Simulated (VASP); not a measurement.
# P (P2/m) in VASP: further runs, part 2 of 2

VASP 6.6.1.

## Step 3: Single point, PBE

File INCAR:

```
PREC = Accurate
ENCUT = 340
EDIFF = 1E-6
ISMEAR = 0
SIGMA = 0.1
LREAL = False
LASPH = True
NELM = 100
ALGO = Normal
ISIF = 2
LWAVE = False
LCHARG = False
GGA = PE
ADDGRID = False
```

File KPOINTS:

```
regular mesh
0
Gamma
  6 6 3
```

File POSCAR:

```
P
1.0
    2.4246941115      0.0000000000      0.0000000000
    0.0000000000      2.4385351442      0.0000000000
   -0.0203144631      0.0000000000      4.8524328982
P
2
Direct
   -0.0009640000     -0.0137570000      0.7520410000
    1.0088450000      0.0001830000      0.2407300000
```

Potentials or basis: VASP PAW PBE potentials, release 64 (P).

Command:

```sh
$ cat potpaw_PBE.64/P/POTCAR > POTCAR
$ mpirun -np 1 vasp_std > vasp.out
```

OUTCAR:

```text
PREC = Accurate
   ENCUT = 340
   EDIFF = 1E-6
   ISMEAR = 0
   LREAL = False
   LASPH = True
   NELM = 100
   ISIF = 2
   GGA = PE

 Found     56 irreducible k-points:

 Following reciprocal coordinates:
            Coordinates               Weight
  0.000000  0.000000  0.000000      1.000000
  0.166667  0.000000 -0.000000      2.000000
  0.333333  0.000000 -0.000000      2.000000
  0.500000  0.000000 -0.000000      1.000000
  0.000000  0.166667  0.000000      2.000000
  0.166667  0.166667 -0.000000      2.000000
   k-points           NKPTS =     56   k-points in BZ     NKDIM =     56   number of bands    NBANDS=      9
   number of dos      NEDOS =    301   number of ions     NIONS =      2
   total plane-waves  NPLWV =   7680
   dimension x,y,z NGX =    16 NGY =   16 NGZ =   30
   dimension x,y,z NGXF=    32 NGYF=   32 NGZF=   60
   ions per type =               2
   NGX,Y,Z   is equivalent  to a cutoff of  10.97, 10.91, 10.28 a.u.
   NGXF,Y,Z  is equivalent  to a cutoff of  21.94, 21.82, 20.56 a.u.
 SYSTEM =  unknown system
   PREC   = accura    normal or accurate (medium, high low for compatibility)
   ISTART =      0    job   : 0-new  1-cont  2-samecut
   ICHARG =      2    charge: 1-file 2-atom 10-const
   ISPIN  =      1    spin polarized calculation?
   LNONCOLLINEAR =      F non collinear calculations
   LSORBIT =      F    spin-orbit coupling
   LASPH  =      T    aspherical Exc in radial PAW
   ENCUT  =  340.0 eV  24.99 Ry    5.00 a.u.   3.65  3.67  7.30*2*pi/ulx,y,z
   NELM   =    100;   NELMIN=  2; NELMDL= -5     # of ELM steps
   EDIFF  = 0.1E-05   stopping-criterion for ELM
   LREAL  =      F    real-space projection
   EDIFFG = 0.1E-04   stopping-criterion for IOM
   NSW    =      0    number of steps for IOM
   IBRION =     -1    ionic relax: 0-MD 1-quasi-New 2-CG
   NFREE  =      0    steps in history (QN), initial steepest desc. (CG)
   ISIF   =      2    stress and relaxation
   ISYM   =      2    0-nonsym 1-usesym 2-fastsym
   POTIM  = 0.5000    time-step for ionic-motion
   TEBEG  =    0.0;   TEEND  =   0.0 temperature during run
   PSTRESS=    0.0 pullay stress
   NELECT =      10.0000    total number of electrons
   NUPDOWN=      -1.0000    fix difference up-down
   EMIN   =  10.00;   EMAX   =-10.00  energy-range for DOS
   EFERMI =   0.00;   METHOD = LEGACY
   ISMEAR =     0;   SIGMA  =   0.10  broadening in eV -4-tet -1-fermi 0-gaus
   EFERMI_NEDOS =   21; number of points for ismear=-14 and -15
   IALGO  =     38    algorithm
   IMIX   =      4    mixing-type and parameters
     AMIX     =   0.40;   BMIX     =  1.00
     AMIX_MAG =   1.60;   BMIX_MAG =  1.00
  volume/ion in A,a.u.               =      14.35        96.81
  Fermi-wavevector in a.u.,A,eV,Ry     =   1.152107  2.177167 18.059715  1.327352
  Thomas-Fermi vector in A             =   2.288761
   LORBIT       =      0    0 simple, 1 ext, 2 COOP (PROOUT), +10 PAW based schemes
   GGA     = PE    functional components
   LHFCALC =     F    Hartree Fock is set to
   AEXX    =    0.0000 exact exchange contribution
   IVDW    =     0    specifies the selected vdW correction
   LEPSILON=     F    determine dielectric tensor
   LRPA    =     F    only Hartree local field effects (RPA)
 non-spin polarized calculation
 Gauss-broadening in eV      SIGMA  =   0.10
  energy-cutoff  :      340.00
  volume of cell :       28.69
 maximum number of plane-waves:       419
 NGX is ok and might be reduce to    16
   NGX =  7   NGY =  7   NGZ = 15

 number of electron      10.0000001 magnetization

 Free energy of the ion-electron system (eV)
  ---------------------------------------------------
  ext. energy  EPLUGINS =         0.00000000
  ---------------------------------------------------
  free energy    TOTEN  =       -10.58087487 eV

  energy without entropy =      -10.57361266  energy(sigma->0) =      -10.57724377

 E-fermi :  10.0417     XC(G=0): -11.3345

 val. band max:       10.0126171203   @ k =   0.1667   0.1667  -0.3333
 cond. band min:      10.0585753262   @ k =  -0.1667   0.1667  -0.3333
 fundamental gap:      0.0459582059
 Fermi energy:        10.0417351236

 k-point     1 :       0.0000    0.0000    0.0000
  band No.  band energies     occupation
      1      -6.8035      2.00000
      2      -2.3529      2.00000
      3       1.0696      2.00000
      4      14.8062      0.00000
      5      15.0267      0.00000
      6      15.0546      0.00000
      7      16.6041      0.00000
      8      16.6667      0.00000
      9      17.7487      0.00000

 k-point     2 :       0.1667    0.0000   -0.0000
  band No.  band energies     occupation
      1      -6.1618      2.00000
      2      -1.7068      2.00000
      3       1.6472      2.00000
      4       9.6029      2.00000
      5      13.0758      0.00000
      6      15.3102      0.00000
      7      15.5415      0.00000
      8      17.1140      0.00000
      9      18.2135      0.00000

 k-point     3 :       0.3333    0.0000   -0.0000
  band No.  band energies     occupation
      1      -4.3142      2.00000
      2       0.1846      2.00000
      3       3.2218      2.00000
      4       4.2158      2.00000
      5       7.9523      2.00000
      6      13.4076      0.00000
      7      16.6580      0.00000
      8      16.8915      0.00000
      9      18.3814      0.00000

 k-point     4 :       0.5000    0.0000   -0.0000
  band No.  band energies     occupation
      1      -2.3660      2.00000
      2       1.0528      2.00000
      3       2.4858      2.00000
      4       4.5083      2.00000
      5       4.5790      2.00000
      6      10.7768      0.00000
      7      17.7237      0.00000
      8      17.9553      0.00000
      9      19.2427      0.00000

 k-point     5 :       0.0000    0.1667    0.0000
  band No.  band energies     occupation
      1      -6.1720      2.00000
      2      -1.7164      2.00000
      3       1.6370      2.00000
      4       9.4704      2.00000
      5      12.9464      0.00000
      6      15.5182      0.00000
      7      15.5476      0.00000
      8      17.1557      0.00000
      9      18.4477      0.00000

 k-point     6 :       0.1667    0.1667   -0.0000
  band No.  band energies     occupation
      1      -5.5312      2.00000
      2      -1.0727      2.00000
      3       2.2114      2.00000
      4       9.4989      2.00000
      5      10.8191      0.00000
      6      12.5145      0.00000
      7      15.2160      0.00000
      8      16.0498      0.00000
      9      18.9931      0.00000

 [... further k-points ...]

------------------------ aborting loop because EDIFF is reached ----------------------------------------

  FORCE on cell =-STRESS in cart. coord.  units (eV):
  Direction    XX          YY          ZZ          XY          YZ          ZX
  --------------------------------------------------------------------------------------
  -------------------------------------------------------------------------------------
  Total        0.3677820      0.4980085      0.2956127     -0.0030075     -0.0142371      0.0200105
  in kB       20.5378776     27.8100554     16.5077600     -0.1679485     -0.7950380      1.1174394
  external PRESSURE =      21.6185643 kB  Pullay stress =       0.0000000 kB

 VOLUME and BASIS-vectors are now :
 -----------------------------------------------------------------------------
  energy-cutoff  :      340.00
  volume of cell :       28.69
      direct lattice vectors                 reciprocal lattice vectors
     2.424694112  0.000000000  0.000000000     0.412423157  0.000000000  0.001726589
     0.000000000  2.438535144  0.000000000     0.000000000  0.410082259  0.000000000
    -0.020314463  0.000000000  4.852432898     0.000000000  0.000000000  0.206082190

 POSITION                                       TOTAL-FORCE (eV/Angst)
 -----------------------------------------------------------------------------------
      2.40708      2.40499      3.64923         0.045897      0.068027     -0.210188
      0.01656      0.00045      1.16813        -0.045897     -0.068027      0.210188
 -----------------------------------------------------------------------------------
    total drift:                                0.000003     -0.000000      0.000018

  FREE ENERGIE OF THE ION-ELECTRON SYSTEM (eV)
  ---------------------------------------------------
  free  energy   TOTEN  =       -10.5808748729 eV

  energy  without entropy=      -10.5736126616  energy(sigma->0) =      -10.57724377
```

OSZICAR:

```text
N       E                     dE             d eps       ncg     rms          rms(c)
DAV:   1     0.116230325447E+02    0.11623E+02   -0.35832E+03  1032   0.677E+02
DAV:   2    -0.100246004757E+02   -0.21648E+02   -0.20507E+02  1481   0.979E+01
DAV:   3    -0.105741436240E+02   -0.54954E+00   -0.54756E+00  1385   0.167E+01
DAV:   4    -0.105767834824E+02   -0.26399E-02   -0.26394E-02  1391   0.118E+00
DAV:   5    -0.105767903486E+02   -0.68662E-05   -0.68658E-05  1364   0.510E-02    0.667E+00
DAV:   6    -0.105779975283E+02   -0.12072E-02   -0.38903E-03  1265   0.505E-01    0.398E+00
DAV:   7    -0.105806092494E+02   -0.26117E-02   -0.52528E-03  1106   0.772E-01    0.150E-01
DAV:   8    -0.105807593480E+02   -0.15010E-03   -0.31919E-04  1256   0.143E-01    0.770E-02
DAV:   9    -0.105808712766E+02   -0.11193E-03   -0.10864E-04  1090   0.101E-01    0.225E-02
DAV:  10    -0.105808745046E+02   -0.32280E-05   -0.27241E-06  1380   0.151E-02    0.682E-03
DAV:  11    -0.105808748729E+02   -0.36830E-06   -0.69856E-07   862   0.745E-03
   1 F= -.10580875E+02 E0= -.10577244E+02  d E =-.726221E-02
```

stdout:

```text
POSCAR found type information on POSCAR P
 POSCAR found :  1 types and       2 ions
 scaLAPACK will be used
 LDA part: xc-table for (Slater+PW92), standard interpolation
 POSCAR, INCAR and KPOINTS ok, starting setup
 FFT: planning ... GRIDC
 FFT: planning ... GRID_SOFT
 FFT: planning ... GRID
 WAVECAR not read
 entering main loop
```

Run time: 7 s. Hardware: 1 thread of Intel Xeon Platinum 8259CL at 2.50GHz (Skylake/Cascade Lake), shared host; peak memory 0.12 GiB.

These settings aren't checked as converged: the numbers below hold their error.

Results:

```
Free energy            : -10.5809 eV
Pressure               : 2.2 GPa
Largest force          : 0.226 eV/Å
Band gap on the k mesh : none (metal or under the smearing width)
```

Caveat: the k mesh is coarse (spacing up to 0.43 Å⁻¹), so the values aren't converged.

## Step 4: Single point, PBE

Changes to INCAR since step 3:

```diff
@@ -1,3 +1,3 @@
 PREC = Accurate
-ENCUT = 340
+ENCUT = 460
 EDIFF = 1E-6
```

KPOINTS is that of step 3.

File POSCAR:

```
P
1.0
    2.4246941115      0.0000000000      0.0000000000
    0.0000000000      2.4385351442      0.0000000000
   -0.0203144631      0.0000000000      4.8524328982
P
2
Direct
    0.0000000300      0.0000000000      0.7494253600
    0.9999999700      0.0000000000      0.2505746400
```

Potentials or basis: VASP PAW PBE potentials, release 64 (P).

Command:

```sh
$ cat potpaw_PBE.64/P/POTCAR > POTCAR
$ mpirun -np 1 vasp_std > vasp.out
```

OUTCAR:

```text
PREC = Accurate
   ENCUT = 460
   EDIFF = 1E-6
   ISMEAR = 0
   LREAL = False
   LASPH = True
   NELM = 100
   ISIF = 2
   GGA = PE

 Found     40 irreducible k-points:

 Following reciprocal coordinates:
            Coordinates               Weight
  0.000000  0.000000  0.000000      1.000000
  0.166667  0.000000 -0.000000      2.000000
  0.333333  0.000000 -0.000000      2.000000
  0.500000  0.000000 -0.000000      1.000000
  0.000000  0.166667  0.000000      2.000000
  0.166667  0.166667 -0.000000      4.000000
   k-points           NKPTS =     40   k-points in BZ     NKDIM =     40   number of bands    NBANDS=      9
   number of dos      NEDOS =    301   number of ions     NIONS =      2
   total plane-waves  NPLWV =  11664
   dimension x,y,z NGX =    18 NGY =   18 NGZ =   36
   dimension x,y,z NGXF=    36 NGYF=   36 NGZF=   72
   ions per type =               2
   NGX,Y,Z   is equivalent  to a cutoff of  12.34, 12.27, 12.33 a.u.
   NGXF,Y,Z  is equivalent  to a cutoff of  24.68, 24.54, 24.67 a.u.
 SYSTEM =  unknown system
   PREC   = accura    normal or accurate (medium, high low for compatibility)
   ISTART =      0    job   : 0-new  1-cont  2-samecut
   ICHARG =      2    charge: 1-file 2-atom 10-const
   ISPIN  =      1    spin polarized calculation?
   LNONCOLLINEAR =      F non collinear calculations
   LSORBIT =      F    spin-orbit coupling
[... 67 lines left out ...]
      4      14.8177      0.00000
      5      15.0216      0.00000
      6      15.0639      0.00000
      7      16.6179      0.00000
      8      16.6774      0.00000
      9      17.8817      0.00000
[... 49 lines left out ...]
 k-point     6 :       0.1667    0.1667   -0.0000
  band No.  band energies     occupation
      1      -5.5148      2.00000
      2      -1.0778      2.00000
      3       2.2083      2.00000
      4       9.5096      2.00000
      5      10.8336      0.00000
      6      12.5073      0.00000
      7      15.2327      0.00000
      8      16.0203      0.00000
      9      18.9902      0.00000

 [... further k-points ...]

------------------------ aborting loop because EDIFF is reached ----------------------------------------

  FORCE on cell =-STRESS in cart. coord.  units (eV):
  Direction    XX          YY          ZZ          XY          YZ          ZX
  --------------------------------------------------------------------------------------
  -------------------------------------------------------------------------------------
  Total        0.3185451      0.4356577      0.3202219      0.0000000      0.0000000      0.0278162
  in kB       17.7883645     24.3282283     17.8820028      0.0000000      0.0000000      1.5533274
  external PRESSURE =      19.9995319 kB  Pullay stress =       0.0000000 kB

 VOLUME and BASIS-vectors are now :
 -----------------------------------------------------------------------------
  energy-cutoff  :      460.00
  volume of cell :       28.69
      direct lattice vectors                 reciprocal lattice vectors
     2.424694112  0.000000000  0.000000000     0.412423157  0.000000000  0.001726589
     0.000000000  2.438535144  0.000000000     0.000000000  0.410082259  0.000000000
    -0.020314463  0.000000000  4.852432898     0.000000000  0.000000000  0.206082190

 POSITION                                       TOTAL-FORCE (eV/Angst)
 -----------------------------------------------------------------------------------
     -0.01522      0.00000      3.63654         0.000198      0.000000      0.021998
      2.41960      0.00000      1.21590        -0.000198      0.000000     -0.021998
 -----------------------------------------------------------------------------------
    total drift:                               -0.000000      0.000000     -0.000000

  FREE ENERGIE OF THE ION-ELECTRON SYSTEM (eV)
  ---------------------------------------------------
  free  energy   TOTEN  =       -10.5915960085 eV

  energy  without entropy=      -10.5839540962  energy(sigma->0) =      -10.58777505
```

stdout:

```text
POSCAR found type information on POSCAR P
 POSCAR found :  1 types and       2 ions
 scaLAPACK will be used
 LDA part: xc-table for (Slater+PW92), standard interpolation
 POSCAR, INCAR and KPOINTS ok, starting setup
 FFT: planning ... GRIDC
 FFT: planning ... GRID_SOFT
 FFT: planning ... GRID
 WAVECAR not read
 entering main loop
```

It took 7.9 s on 1 thread of Intel Xeon Platinum 8259CL at 2.50GHz (Skylake/Cascade Lake), shared host; peak memory 0.13 GiB.

The run converged, but some of its settings lie outside the range that counts as converged, so its numbers aren't taken as properties of the crystal.

What came out:

```yaml
Free_energy: -10.5916 eV
Pressure: 2.0 GPa
Largest_force: 0.022 eV/Å
Band_gap_on_the_k_mesh: none (metal or under the smearing width)
```

Caveat: the k mesh is coarse (spacing up to 0.43 Å⁻¹), so the values aren't converged.

## Step 5: The reference run

An earlier run on the cell as given: functional PBE; potentials or basis VASP PAW PBE potentials, release 64 (P); cutoff 520 eV; k mesh 11 × 11 × 6; occupations fermi-dirac, width 0.05 eV; no spin polarisation.

* Pressure: 1.9 GPa
* Largest force: 0.005 eV/Å
* Band gap on the k mesh: none (metal or under the smearing width)
